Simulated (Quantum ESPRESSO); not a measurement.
# Optical response of RbBr, part 2 of 3

Aim: the dielectric function of RbBr, and the optical constants that follow from it. The cell comes from an older database entry, whose edges can differ from later determinations, mostly by under a per cent.

Quantum ESPRESSO 7.5; DFT, PBE, plane waves with norm-conserving potentials (PseudoDojo), scalar-relativistic, independent-particle optical response without local fields and without the non-local commutator.

So far. Step 2 (Ground state): There is a gap, 4.36 eV on this mesh (points off the mesh can give less), so no carriers' term is needed.

The database entry behind the starting cell differs from later determinations by our own check (about 0.5 % short), so it need not match the best structure at ambient conditions.

### 3. Ground state with the final occupations

Level of this step: DFT, PBE, plane waves with norm-conserving potentials (PseudoDojo), scalar-relativistic, ground state (Quantum ESPRESSO).

With the gap or the metal settled, the ground state is repeated with the fitting occupations, and the later steps take its density.

scf.in reads:

```
&control
  calculation = 'scf'
  prefix = 'x'
  outdir = './tmp'
  pseudo_dir = './'
  verbosity = 'high'
/
&system
  ibrav = 0
  nat = 2
  ntyp = 2
  ecutwfc = 70
  occupations = 'fixed'
/
&electrons
  conv_thr = 1e-09
  electron_maxstep = 100
/
ATOMIC_SPECIES
  Rb 1.0 Rb.upf
  Br 1.0 Br.upf
CELL_PARAMETERS angstrom
  0.000000000000 3.427000000000 3.427000000000
  3.427000000000 0.000000000000 3.427000000000
  3.427000000000 3.427000000000 0.000000000000
ATOMIC_POSITIONS crystal
  Rb 0.000000000000 0.000000000000 0.000000000000
  Br 0.500000000000 0.500000000000 0.500000000000
K_POINTS automatic
  6 6 6 0 0 0
```

The run is started by

```sh
> mpirun -n 4 pw.x -nk 4 -in scf.in
```

The log of the run:

```text
[banner, memory and clock lines left out]

     using ibrav=0 with symmetry is DISCOURAGED, use correct ibrav instead

     G-vector sticks info

     bravais-lattice index     =            0
     lattice parameter (alat)  =       9.1586  a.u.
     unit-cell volume          =     543.2114 (a.u.)^3
     number of atoms/cell      =            2
     number of atomic types    =            2
     number of electrons       =        16.00
     number of Kohn-Sham states=            8
     kinetic-energy cutoff     =      70.0000  Ry
     charge density cutoff     =     280.0000  Ry
     scf convergence threshold =      1.0E-09
     mixing beta               =       0.7000
     number of iterations used =            8  plain     mixing
     Exchange-correlation= PBE
                           (   1   4   3   4   0   0   0)

     celldm(1)=   9.158576  celldm(2)=   0.000000  celldm(3)=   0.000000
     celldm(4)=   0.000000  celldm(5)=   0.000000  celldm(6)=   0.000000

     crystal axes: (cart. coord. in units of alat)
               a(1) = (   0.000000   0.707107   0.707107 )
               a(2) = (   0.707107   0.000000   0.707107 )
               a(3) = (   0.707107   0.707107   0.000000 )

     reciprocal axes: (cart. coord. in units 2 pi/alat)
               b(1) = ( -0.707107  0.707107  0.707107 )
               b(2) = (  0.707107 -0.707107  0.707107 )
               b(3) = (  0.707107  0.707107 -0.707107 )

     ./Rb.upf
     Pseudo is Norm-conserving + core correction, Zval =  9.0
     Generated using ONCVPSP code by D. R. Hamann
     Using radial grid of 2308 points,  6 beta functions with:
                l(1) =   0
                l(2) =   0
                l(3) =   1
                l(4) =   1
                l(5) =   2
                l(6) =   2

     ./Br.upf
     Pseudo is Norm-conserving + core correction, Zval =  7.0
     Generated using ONCVPSP code by D. R. Hamann
     Using radial grid of 1098 points,  6 beta functions with:
                l(1) =   0
                l(2) =   0
                l(3) =   1
                l(4) =   1
                l(5) =   2
                l(6) =   2

     atomic species   valence    mass     pseudopotential
     Rb                9.00     1.00000     Rb( 1.00)
     Br                7.00     1.00000     Br( 1.00)

     48 Sym. Ops., with inversion, found

                                    s                        frac. trans.

     [... symmetry matrices left out ...]
   Cartesian axes

     site n.     atom                  positions (alat units)
         1        Rb     tau(   1) = (   0.0000000   0.0000000   0.0000000  )
         2        Br     tau(   2) = (   0.7071068   0.7071068   0.7071068  )

   Crystallographic axes

     site n.     atom                  positions (cryst. coord.)
         1        Rb     tau(   1) = (  0.0000000  0.0000000  0.0000000  )
         2        Br     tau(   2) = (  0.5000000  0.5000000  0.5000000  )

     number of k points=    16
                       cart. coord. in units 2pi/alat
        k(    1) = (   0.0000000   0.0000000   0.0000000), wk =   0.0092593
        k(    2) = (   0.1178511   0.1178511  -0.1178511), wk =   0.0740741
        k(    3) = (   0.2357023   0.2357023  -0.2357023), wk =   0.0740741
        k(    4) = (  -0.3535534  -0.3535534   0.3535534), wk =   0.0370370
        k(    5) = (   0.2357023   0.0000000  -0.0000000), wk =   0.0555556
        k(    6) = (   0.3535534   0.1178511  -0.1178511), wk =   0.2222222
        k(    7) = (  -0.2357023  -0.4714045   0.4714045), wk =   0.2222222
        k(    8) = (  -0.1178511  -0.3535534   0.3535534), wk =   0.2222222
        k(    9) = (   0.0000000  -0.2357023   0.2357023), wk =   0.1111111
        k(   10) = (   0.4714045   0.0000000  -0.0000000), wk =   0.0555556
        k(   11) = (  -0.1178511  -0.5892557   0.5892557), wk =   0.2222222
        k(   12) = (  -0.0000000  -0.4714045   0.4714045), wk =   0.1111111
        k(   13) = (  -0.7071068   0.0000000   0.0000000), wk =   0.0277778
        k(   14) = (  -0.2357023  -0.4714045   0.7071068), wk =   0.2222222
        k(   15) = (  -0.1178511  -0.3535534   0.5892557), wk =   0.2222222
        k(   16) = (  -0.7071068   0.2357023   0.0000000), wk =   0.1111111

                       cryst. coord.
[...]
k(    9) = (  -0.0000000   0.1666667  -0.1666667), wk =   0.1111111
        k(   10) = (  -0.0000000   0.3333333   0.3333333), wk =   0.0555556
        k(   11) = (   0.0000000   0.3333333  -0.5000000), wk =   0.2222222
        k(   12) = (   0.0000000   0.3333333  -0.3333333), wk =   0.1111111
        k(   13) = (   0.0000000  -0.5000000  -0.5000000), wk =   0.0277778
        k(   14) = (   0.1666667   0.3333333  -0.5000000), wk =   0.2222222
        k(   15) = (   0.1666667   0.3333333  -0.3333333), wk =   0.2222222
        k(   16) = (   0.1666667  -0.5000000  -0.3333333), wk =   0.1111111

     Dense  grid:    43143 G-vectors     FFT dimensions: (  50,  50,  50)

     Initial potential from superposition of free atoms

     starting charge      15.9752, renormalised to      16.0000
     Starting wfcs are    9 randomized atomic wfcs

     Self-consistent Calculation

     iteration #  1     ecut=    70.00 Ry     beta= 0.70
     Davidson diagonalization with overlap

            64 MiB given to the printing process from OS
            31 MiB allocation reported by mallinfo(arena+hblkhd)
------------------
     ethr =  1.00E-02,  avg # of iterations =  1.0

     Threshold (ethr) on eigenvalues was too large:
     Diagonalizing with lowered threshold

     Davidson diagonalization with overlap

            64 MiB given to the printing process from OS
            35 MiB allocation reported by mallinfo(arena+hblkhd)
------------------
     ethr =  4.32E-04,  avg # of iterations =  1.9

     total energy              =     -85.85571950 Ry
     estimated scf accuracy    <       0.05955811 Ry

     iteration #  2     ecut=    70.00 Ry     beta= 0.70
     Davidson diagonalization with overlap

            78 MiB given to the printing process from OS
            43 MiB allocation reported by mallinfo(arena+hblkhd)
------------------
     ethr =  3.72E-04,  avg # of iterations =  2.0

     total energy              =     -85.87509703 Ry
     estimated scf accuracy    <       0.01301852 Ry

     iteration #  3     ecut=    70.00 Ry     beta= 0.70
     Davidson diagonalization with overlap

            79 MiB given to the printing process from OS
            45 MiB allocation reported by mallinfo(arena+hblkhd)
------------------
     ethr =  8.14E-05,  avg # of iterations =  2.4

     total energy              =     -85.87731822 Ry
     estimated scf accuracy    <       0.00036432 Ry

     iteration #  4     ecut=    70.00 Ry     beta= 0.70
     Davidson diagonalization with overlap

            81 MiB given to the printing process from OS
            46 MiB allocation reported by mallinfo(arena+hblkhd)
------------------
     ethr =  2.28E-06,  avg # of iterations =  3.8

     total energy              =     -85.87751841 Ry
     estimated scf accuracy    <       0.00015324 Ry

     iteration #  5     ecut=    70.00 Ry     beta= 0.70
     Davidson diagonalization with overlap

            82 MiB given to the printing process from OS
            47 MiB allocation reported by mallinfo(arena+hblkhd)
------------------
     ethr =  9.58E-07,  avg # of iterations =  2.0

     total energy              =     -85.87754133 Ry
     estimated scf accuracy    <       0.00000331 Ry

     iteration #  6     ecut=    70.00 Ry     beta= 0.70
     Davidson diagonalization with overlap

            83 MiB given to the printing process from OS
            49 MiB allocation reported by mallinfo(arena+hblkhd)
------------------
     ethr =  2.07E-08,  avg # of iterations =  4.8

     total energy              =     -85.87754325 Ry
     estimated scf accuracy    <       0.00000517 Ry

     iteration #  7     ecut=    70.00 Ry     beta= 0.70
     Davidson diagonalization with overlap

            85 MiB given to the printing process from OS
            50 MiB allocation reported by mallinfo(arena+hblkhd)
------------------
     ethr =  2.07E-08,  avg # of iterations =  2.0

     total energy              =     -85.87754395 Ry
     estimated scf accuracy    <       0.00000015 Ry

     iteration #  8     ecut=    70.00 Ry     beta= 0.70
     Davidson diagonalization with overlap

            86 MiB given to the printing process from OS
            51 MiB allocation reported by mallinfo(arena+hblkhd)
------------------
     ethr =  9.10E-10,  avg # of iterations =  4.0

     total energy              =     -85.87754403 Ry
     estimated scf accuracy    <       0.00000002 Ry

     iteration #  9     ecut=    70.00 Ry     beta= 0.70
     Davidson diagonalization with overlap

            87 MiB given to the printing process from OS
            52 MiB allocation reported by mallinfo(arena+hblkhd)
------------------
     ethr =  1.40E-10,  avg # of iterations =  2.0

     total energy              =     -85.87754403 Ry
     estimated scf accuracy    <          5.3E-09 Ry

     iteration # 10     ecut=    70.00 Ry     beta= 0.70
     Davidson diagonalization with overlap

            89 MiB given to the printing process from OS
            54 MiB allocation reported by mallinfo(arena+hblkhd)
------------------
     ethr =  3.34E-11,  avg # of iterations =  2.0

     End of self-consistent calculation

          k = 0.0000 0.0000 0.0000 (  5329 PWs)   bands (ev):

   -23.1553 -10.9159  -7.2268  -7.2268  -7.2268   1.2671   1.2671   1.2671

     occupation numbers
     1.0000   1.0000   1.0000   1.0000   1.0000   1.0000   1.0000   1.0000

          k = 0.1179 0.1179-0.1179 (  5354 PWs)   bands (ev):

   -23.1529 -10.9267  -7.2287  -7.2287  -7.2148   0.9637   1.1726   1.1726

     occupation numbers
     1.0000   1.0000   1.0000   1.0000   1.0000   1.0000   1.0000   1.0000

          k = 0.2357 0.2357-0.2357 (  5375 PWs)   bands (ev):

   -23.1482 -10.9480  -7.2325  -7.2325  -7.1910   0.4825   0.9958   0.9958

     occupation numbers
     1.0000   1.0000   1.0000   1.0000   1.0000   1.0000   1.0000   1.0000

          k =-0.3536-0.3536 0.3536 (  5396 PWs)   bands (ev):

   -23.1459 -10.9586  -7.2344  -7.2344  -7.1791   0.2801   0.9128   0.9128

     occupation numbers
     1.0000   1.0000   1.0000   1.0000   1.0000   1.0000   1.0000   1.0000

          k = 0.2357 0.0000-0.0000 (  5373 PWs)   bands (ev):

   -23.1522 -10.9236  -7.2445  -7.2445  -7.2031   0.8480   1.2124   1.2124

     occupation numbers
     1.0000   1.0000   1.0000   1.0000   1.0000   1.0000   1.0000   1.0000

          k = 0.3536 0.1179-0.1179 (  5378 PWs)   bands (ev):

   -23.1483 -10.9279  -7.2555  -7.2527  -7.2170   0.6009   1.0514   1.1021

     occupation numbers
     1.0000   1.0000   1.0000   1.0000   1.0000   1.0000   1.0000   1.0000

     [... further k points left out ...]

     highest occupied level (ev):     1.2671

!    total energy              =     -85.87754403 Ry
     estimated scf accuracy    <          1.1E-10 Ry

     The total energy is the sum of the following terms:
     one-electron contribution =     -19.43761409 Ry
     hartree contribution      =      14.76453177 Ry
     xc contribution           =     -24.58555653 Ry
     ewald contribution        =     -56.61890518 Ry

     convergence has been achieved in  10 iterations

     XML data file, charge density, pseudopotentials, collected wavefunctions

                                        0.00s GPU  (     157 calls)
```

Elapsed: 5.3 s, on 4 MPI ranks of Arm Neoverse V1, shared host; peak memory 0.09 GiB.

### 4. Bands on the whole mesh, 9×9×9

The response needs many more empty bands than the density does.

This step: DFT, PBE, plane waves with norm-conserving potentials (PseudoDojo), scalar-relativistic, bands at fixed density (Quantum ESPRESSO 7.5).

nscf.in, as its differences from scf.in of step 3:

```diff
@@ -1,3 +1,3 @@
 &control
-  calculation = 'scf'
+  calculation = 'nscf'
   prefix = 'x'
@@ -5,3 +5,2 @@
   pseudo_dir = './'
-  verbosity = 'high'
 /
@@ -13,2 +12,5 @@
   occupations = 'fixed'
+  nbnd = 39
+  nosym = .true.
+  noinv = .true.
 /
@@ -17,2 +19,3 @@
   electron_maxstep = 100
+  diago_full_acc = .true.
 /
@@ -29,2 +32,2 @@
 K_POINTS automatic
-  6 6 6 0 0 0
+  9 9 9 0 0 0
```

The run is started by

```sh
> mpirun -n 4 pw.x -nk 4 -in nscf.in
```

The log of the run:

```text
[banner, memory and clock lines left out]

     Atomic positions and unit cell read from directory:

     G-vector sticks info

     bravais-lattice index     =            0
     lattice parameter (alat)  =       9.1586  a.u.
     unit-cell volume          =     543.2114 (a.u.)^3
     number of atoms/cell      =            2
     number of atomic types    =            2
     number of electrons       =        16.00
     number of Kohn-Sham states=           39
     kinetic-energy cutoff     =      70.0000  Ry
     charge density cutoff     =     280.0000  Ry
     Exchange-correlation= PBE
                           (   1   4   3   4   0   0   0)

     celldm(1)=   9.158576  celldm(2)=   0.000000  celldm(3)=   0.000000
     celldm(4)=   0.000000  celldm(5)=   0.000000  celldm(6)=   0.000000

     crystal axes: (cart. coord. in units of alat)
               a(1) = (   0.000000   0.707107   0.707107 )
               a(2) = (   0.707107   0.000000   0.707107 )
               a(3) = (   0.707107   0.707107   0.000000 )

     reciprocal axes: (cart. coord. in units 2 pi/alat)
               b(1) = ( -0.707107  0.707107  0.707107 )
               b(2) = (  0.707107 -0.707107  0.707107 )
               b(3) = (  0.707107  0.707107 -0.707107 )

     ./Rb.upf
     Pseudo is Norm-conserving + core correction, Zval =  9.0
     Generated using ONCVPSP code by D. R. Hamann
     Using radial grid of 2308 points,  6 beta functions with:
                l(1) =   0
                l(2) =   0
                l(3) =   1
                l(4) =   1
                l(5) =   2
                l(6) =   2

     ./Br.upf
     Pseudo is Norm-conserving + core correction, Zval =  7.0
     Generated using ONCVPSP code by D. R. Hamann
     Using radial grid of 1098 points,  6 beta functions with:
                l(1) =   0
                l(2) =   0
                l(3) =   1
                l(4) =   1
                l(5) =   2
                l(6) =   2

     atomic species   valence    mass     pseudopotential
     Rb                9.00     1.00000     Rb( 1.00)
     Br                7.00     1.00000     Br( 1.00)

     No symmetry found

   Cartesian axes

     site n.     atom                  positions (alat units)
         1        Rb     tau(   1) = (   0.0000000   0.0000000   0.0000000  )
         2        Br     tau(   2) = (   0.7071068   0.7071068   0.7071068  )

     number of k points=   729

     Number of k-points >= 100: set verbosity='high' to print them.

     Dense  grid:    43143 G-vectors     FFT dimensions: (  50,  50,  50)

     The potential is recalculated from file :

     Starting wfcs are    9 randomized atomic wfcs +   30 random wfcs

     Band Structure Calculation
     Davidson diagonalization with overlap

     ethr =  6.25E-12,  avg # of iterations = 49.9

     End of band structure calculation

     Number of k-points >= 100: set verbosity='high' to print the bands.

     highest occupied, lowest unoccupied level (ev):     1.2672    5.6313

     XML data file, pseudopotentials, collected wavefunctions

                                        0.00s GPU  (   10252 calls)

[... left out ...]
ulation
     Davidson diagonalization with overlap

     ethr =  6.25E-12,  avg # of iterations = 49.9

     End of band structure calculation

     Number of k-points >= 100: set verbosity='high' to print the bands.

     highest occupied, lowest unoccupied level (ev):     1.2672    5.6313

     XML data file, pseudopotentials, collected wavefunctions

                                        0.00s GPU  (   10252 calls)
```

It took 12 min on 4 MPI ranks; peak memory 0.07 GiB.

(Part 2 of 3 ends here.)

[Machine, clock, banner and «Message from routine» lines are left out of the logs.]

[Logs are printed without paths, hosts, clocks, repeated set-up lines and the standing remarks that a program may print on its own settings, such as how far it seeks lower states.]

[Hosts, paths, dates, database ids (printed as entryN), source tags and the programs' standing remarks are cut or masked in the printed files.]
